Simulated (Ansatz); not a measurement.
**Which of these structures of Cu lies lowest?**

Theory: DFT, PBE, all-electron LAPW, scalar-relativistic in Ansatz 0.2.0.

Each cell is taken as listed (from a database or a relaxation; residual pressures are under 0.6 GPa and forces under 0.08 eV/Å), on meshes of about 0.2 Å⁻¹ spacing; energies are extrapolated to zero smearing, with no zero-point or thermal terms. Other structures, the observed one among them, may be missing from this set and lie lower. No run is spin-polarised.

Task: Order the structures by energy per atom, lowest first, and give the differences.
A.
```
Cu
1.0
     0.00000    1.81488    1.81488
     1.81488    0.00000    1.81488
     1.81488    1.81488    0.00000
Cu
1
Direct
  0.00000 0.00000 0.00000
```
(fcc type, relaxed by us; 20×20×20 mesh on the primitive cell, smearing 0.03 eV, P = 0.0 GPa)
B.
Space group Im-3m (No. 229). a = 2.885 Å, b = 2.885 Å, c = 2.885 Å, α = 90.00°, β = 90.00°, γ = 90.00°
| atom | site | symmetry | x | y | z |
| --- | --- | --- | --- | --- | --- |
| Cu | 2a | m-3m | 0.0000 | 0.0000 | 0.0000 |
(bcc type, relaxed by us; 16×16×16 mesh on the primitive cell, smearing 0.08 eV, P = -0.1 GPa)

Result: A (0 meV/atom), B (42 meV/atom).
